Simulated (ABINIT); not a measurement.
# A GW run on MgO (Periclase) in ABINIT, with inputs changed, part 2 of 2

What do changed inputs do to GW on MgO (Periclase)?

ABINIT 10.8.3; PBE and many-body steps on it, plane waves. Known limits of the many-body steps: not at the basis limit.

So far. Step 3 (Base): The gap on the mesh goes from 4.73 eV to 6.97 eV, a correction of +2.24 eV. Step 5 (No symmetry in the self-energy): Against G0W0 in ABINIT (6×6×6 mesh, 78 bands, screening to 217.7 eV, Godby-Needs plasmon pole), the gap moves by −0.001 eV.

The database entry behind the starting cell differs from later determinations by our own check (about 0.1 % long), so it need not match the best structure at ambient conditions.

**7. Broadening of the poles**

Level of this step: G0W0 on PBE, plane waves, norm-conserving pseudopotentials (ABINIT).

Contents of run.abi:

```
acell 3*1.0 Angstrom
rprim 
  -0.000000000000 2.108500000000 2.108500000000
  2.108500000000 0.000000000000 2.108500000000
  2.108500000000 2.108500000000 0.000000000000
ntypat 2
znucl 12 8
natom 2
typat 1 2
xred 
  0.000000000000 0.000000000000 0.000000000000
  0.500000000000 0.500000000000 0.500000000000
pp_dirpath "pseudos"
pseudos "Mg.upf, O.upf"
ecut 38
ngkpt 6 6 6
nshiftk 1
shiftk 0 0 0
kptopt 1
chksymbreak 0
istwfk *1
occopt 1
irdwfk 1
optdriver 4
nband 78
gwcalctyp 0
ecutsigx 38
symsigma 1
nkptgw 1
kptgw 
  0.0000000000 0.0000000000 0.0000000000
bdgw 
  6 12
ecuteps 8
irdscr 1
ppmodel 1
zcut 0.01 eV
indata_prefix "in"
outdata_prefix "out"
tmpdata_prefix "tmp"
```

Launch:

```console
$ OMP_NUM_THREADS=1 mpirun -n 8 abinit run.abi > log
```

Output:

```text
.Version 10.8.3 of ABINIT. v10.8.2 released Aug 2026.

 Symmetries : space group Fm -3 m (#225); Bravais cF (face-center cubic)
[... echo of the input left out ...]
== DATASET  1 ==================================================================
-   mpi_nproc: 8, omp_nthreads: 1 (-1 if OMP is not activated)

--- !DatasetInfo
iteration_state: {dtset: 1, }
dimensions: {natom: 2, nkpt: 16, mband: 78, nsppol: 1, nspinor: 1, nspden: 1, mpw: 1430, }
cutoff_energies: {ecut:  38.0, pawecutdg:  -1.0, }
[...]
10  20.632  -9.568  -3.679  -4.575   0.857  -0.167  -8.443   1.126  21.758
       11  20.632  -9.568  -3.679  -4.575   0.857  -0.167  -8.443   1.126  21.758
       12  20.632  -9.568  -3.679  -4.575   0.857  -0.167  -8.443   1.126  21.758

== END DATASET(S) ==============================================================
================================================================================

 -outvars: echo values of variables after computation  --------
           etotal      0.0000000000E+00
            nband          78
             nkpt          16
          spgroup         225
 [... the other variables as echoed above ...]

 Calculation completed.
```

It took 2.7 s on 8 MPI ranks of Arm Neoverse V2, shared host; peak memory 0.14 GiB; 21 s of CPU time.

This step gave:

```yaml
g0w0_gap_on_the_points_computed: 6.972 eV
starting_gap_on_the_mesh: 4.733 eV
k_of_the_valence_top: 0, 0, 0
k_of_the_conduction_bottom: 0, 0, 0
least_direct_g0w0_gap_on_the_computed_points: 6.972 eV
```

Against G0W0 in ABINIT (6×6×6 mesh, 78 bands, screening to 217.7 eV, Godby-Needs plasmon pole), the gap moves by +0.000 eV.

**8. Contour deformation on a plasmon-pole file**

run.abi: that of step 7 with these lines changed.

```diff
@@ -25,3 +25,3 @@
 nband 78
-gwcalctyp 0
+gwcalctyp 2
 ecutsigx 38
@@ -35,4 +35,2 @@
 irdscr 1
-ppmodel 1
-zcut 0.01 eV
 indata_prefix "in"
```

Output:

```text
.Version 10.8.3 of ABINIT. v10.8.2 released Aug 2026.

 Symmetries : space group Fm -3 m (#225); Bravais cF (face-center cubic)
================================================================================
 Values of the parameters that define the memory need of the present run
     intxc =       0    ionmov =       0      iscf =       7    lmnmax =       5
     lnmax =       5     mgfft =      32  mpssoang =       3    mqgrid =    3001
     natom =       2  nloc_mem =       1    nspden =       1   nspinor =       1
    nsppol =       1      nsym =      48    n1xccc =    2501    ntypat =       2
    occopt =       1   xclevel =       2
-    mband =          78        mffmem =           1         mkmem =           2
       mpw =        1430          nfft =       32768          nkpt =          16
================================================================================
  Rough estimation (10% accuracy) of disk space for files :
================================================================================

--------------------------------------------------------------------------------
------------- Echo of variables that govern the present computation ------------
--------------------------------------------------------------------------------
 -outvars: echo values of preprocessed input variables --------
            acell      1.8897261259E+00  1.8897261259E+00  1.8897261259E+00 Bohr

             bdgw           6      12
      chksymbreak           0
             ecut      3.80000000E+01 Hartree
          ecuteps      8.00000000E+00 Hartree
         ecutsigx      3.80000000E+01 Hartree
          ecutwfn      3.80000000E+01 Hartree
-          fftalg         312
        gwcalctyp           2
           irdscr           1
           irdwfk           1

[...]
Number of electrons calculated from density =   16.0000; Expected =   16.0000
 average of density, n =  0.126466
 r_s =    1.2359
 omega_plasma =   34.3038 [eV]

 === KS Band Gaps ===
  >>>> For spin  1
   Minimum direct gap =   4.7331 [eV], located at k-point      :   0.0000  0.0000  0.0000
   Fundamental gap    =   4.7331 [eV], Top of valence bands at :   0.0000  0.0000  0.0000
                                       Bottom of conduction at :   0.0000  0.0000  0.0000
 SIGMA fundamental parameters:
 CONTOUR DEFORMATION
 number of plane-waves for SigmaX                 1411
 number of plane-waves for SigmaC and W            137
 number of plane-waves for wavefunctions          1411
 number of bands                                    78
 number of independent spin polarizations            1
 number of spinorial components                      1
 number of k-points in IBZ                          16
 number of q-points in IBZ                          16
 number of symmetry operations                      48
 number of k-points in BZ                          216
 number of q-points in BZ                          216
 number of frequencies for dSigma/dE                 9
 frequency step for dSigma/dE [eV]                0.25
 number of omega for Sigma on real axis              0
 max omega for Sigma on real axis  [eV]           0.00
 zcut for avoiding poles [eV]                     0.10

 EPSILON^-1 parameters (SCR file):
 dimension of the eps^-1 matrix on file            137
 dimension of the eps^-1 matrix used               137
 number of plane-waves for wavefunctions          1411
 number of bands                                    78
 number of q-points in IBZ                          16
 number of frequencies                               2
 number of real frequencies                          1
 number of imag frequencies                          1

 matrix elements of self-energy operator (all in [eV])

 Perturbative Calculation

--- !ERROR
message: |
    Fatal error

--- !ERROR
message: |
    Fatal error

--- from the log ---
Fatal error
#4  0xbe9767eba0f3 in ???
#5  0xbe9767ec43ab in ???
#6  0xbe9767980d53 in ???
#7  0xbe97678db927 in ???
```

Run time: 1.7 s. Hardware: 8 MPI ranks; peak memory 0.13 GiB.

The run stopped with an error after 1.7 s.

The fault put into this input: contour deformation on a plasmon-pole file.

**9. A keyword of another program**

run.abi: that of step 8 with these lines changed.

```diff
@@ -25,3 +25,3 @@
 nband 78
-gwcalctyp 2
+gwcalctyp 0
 ecutsigx 38
@@ -35,2 +35,4 @@
 irdscr 1
+ppmodel 1
+ENCUTGW 100
 indata_prefix "in"
```

Output:

```text
.Version 10.8.3 of ABINIT. v10.8.2 released Aug 2026.

 Symmetries : space group Fm -3 m (#225); Bravais cF (face-center cubic)
================================================================================
 Values of the parameters that define the memory need of the present run
     intxc =       0    ionmov =       0      iscf =       7    lmnmax =       5
     lnmax =       5     mgfft =      32  mpssoang =       3    mqgrid =    3001
     natom =       2  nloc_mem =       1    nspden =       1   nspinor =       1
    nsppol =       1      nsym =      48    n1xccc =    2501    ntypat =       2
    occopt =       1   xclevel =       2
-    mband =          78        mffmem =           1         mkmem =           2
       mpw =        1430          nfft =       32768          nkpt =          16
================================================================================
  Rough estimation (10% accuracy) of disk space for files :
================================================================================

--------------------------------------------------------------------------------
------------- Echo of variables that govern the present computation ------------
--------------------------------------------------------------------------------
 -outvars: echo values of preprocessed input variables --------
            acell      1.8897261259E+00  1.8897261259E+00  1.8897261259E+00 Bohr

             bdgw           6      12
      chksymbreak           0
             ecut      3.80000000E+01 Hartree
          ecuteps      8.00000000E+00 Hartree
         ecutsigx      3.80000000E+01 Hartree
          ecutwfn      3.80000000E+01 Hartree
-          fftalg         312
           irdscr           1
           irdwfk           1

              ixc     -101130
[...]
nkpt          16
           nkptgw           1
           npweps         137
          npwsigx        1411
           npwwfn        1411
             nsym          48
           ntypat           2
              occ      2.000000  2.000000  2.000000  2.000000  2.000000  2.000000
                       2.000000  2.000000  0.000000  0.000000  0.000000  0.000000
                       0.000000  0.000000  0.000000  0.000000  0.000000  0.000000
                       0.000000  0.000000  0.000000  0.000000  0.000000  0.000000
[...]
0.000000  0.000000  0.000000  0.000000  0.000000  0.000000
                       0.000000  0.000000  0.000000  0.000000  0.000000  0.000000
        optdriver           4
            rprim     -0.0000000000E+00  2.1085000000E+00  2.1085000000E+00
[...]
2.1085000000E+00  2.1085000000E+00  0.0000000000E+00
          spgroup         225

             xred      0.0000000000E+00  0.0000000000E+00  0.0000000000E+00
                       5.0000000000E-01  5.0000000000E-01  5.0000000000E-01
            znucl       12.00000    8.00000

================================================================================

 chkinp: Checking input parameters for consistency.

--- !ERROR
message: |
    Found token: `ENCUTGW` in the input file.
    This name is not one of the registered input variable names (see
    Action: check your input file. Perhaps you mistyped the input variable,
    or specified "img", although this was not permitted for this input variable.

--- !ERROR
message: |
    Found token: `ENCUTGW` in the input file.
    This name is not one of the registered input variable names (see
    Action: check your input file. Perhaps you mistyped the input variable,
    or specified "img", although this was not permitted for this input variable.

--- from the log ---
Found token: `ENCUTGW` in the input file.
    This name is not one of the registered input variable names (see
    Action: check your input file. Perhaps you mistyped the input variable,
    or specified "img", although this was not permitted for this input variable.
```

Run time: 0.65 s. Hardware: 8 MPI ranks; peak memory 0.05 GiB.

The run stopped with an error after 0.65 s.

The program's words: Found token: `ENCUTGW` in the input file. This name is not one of the registered input variable names (see Action: check your input file. Perhaps you mistyped the input variable, or specified "img", although this was not permitted for this input variable.

The fault put into this input: a keyword of another program.

**10. The runs together**

Times are wall times on 8 MPI ranks of Arm Neoverse V2, shared host, good to a factor of about two. A run's time includes the screening step that it read.

```csv
run,mesh,bands,screening cutoff (eV),DFT gap (eV),gap on the mesh (eV),direct (eV),ε∞ used,time
base,6×6×6,78,217.7,4.733,6.972,6.972,3.03,25 s
fewer bands in the self-energy,6×6×6,14,217.7,4.733,6.627,6.627,3.03,24 s
no symmetry in the self-energy,6×6×6,78,217.7,4.733,6.971,6.971,3.03,37 s
smaller part of the screening matrix,6×6×6,78,108.8,4.733,6.875,6.875,3.03,24 s
broadening of the poles,6×6×6,78,217.7,4.733,6.972,6.972,3.03,25 s
```

**11. Outcome**

```json
{
 "base": "6.972 eV",
 "fewer bands in the self-energy": "6.627 eV",
 "no symmetry in the self-energy": "6.971 eV",
 "smaller part of the screening matrix": "6.875 eV",
 "broadening of the poles": "6.972 eV",
 "known limits": "not at the basis limit"
}
```

Fewer bands in the self-energy: −0.345 eV against base (keys changed: nband). No symmetry in the self-energy: no change against base (keys changed: symsigma). Smaller part of the screening matrix: −0.097 eV against base (keys changed: ecuteps). Broadening of the poles: no change against base (keys changed: zcut). Bands and cutoff are finite, so the gap is not at the basis limit. The miss can reach some tenths of an eV and take either sign; the mesh is an error of its own. In the G0W0 runs levels were corrected at 1 k point alone, so a gap called «on the mesh» is the least over those, and an edge elsewhere would be missed.

[Paths, hosts, dates, memory and timing lines, banners, echoed tables and standing remarks are left out of the program output.]

[Logs are printed without paths, hosts, clocks, repeated set-up lines and the standing remarks that a program may print on its own settings, such as how far it seeks lower states.]

[Runs of the session that timed out or met a known fault of the program may be left out.]

[Hosts, paths, dates, database ids (printed as entryN), source tags and the programs' standing remarks are cut or masked in the printed files.]

[G0W0 gaps are taken among the corrected bands and points alone; a level outside them can change the order at an edge.]

[Where Ansatz stands beside ABINIT at settings called matched, ABINIT's density can come from a denser mesh and the files from another edition; pairs whose starting gaps differed by over 0.03 eV were left out, so agreement reads better than it is.]
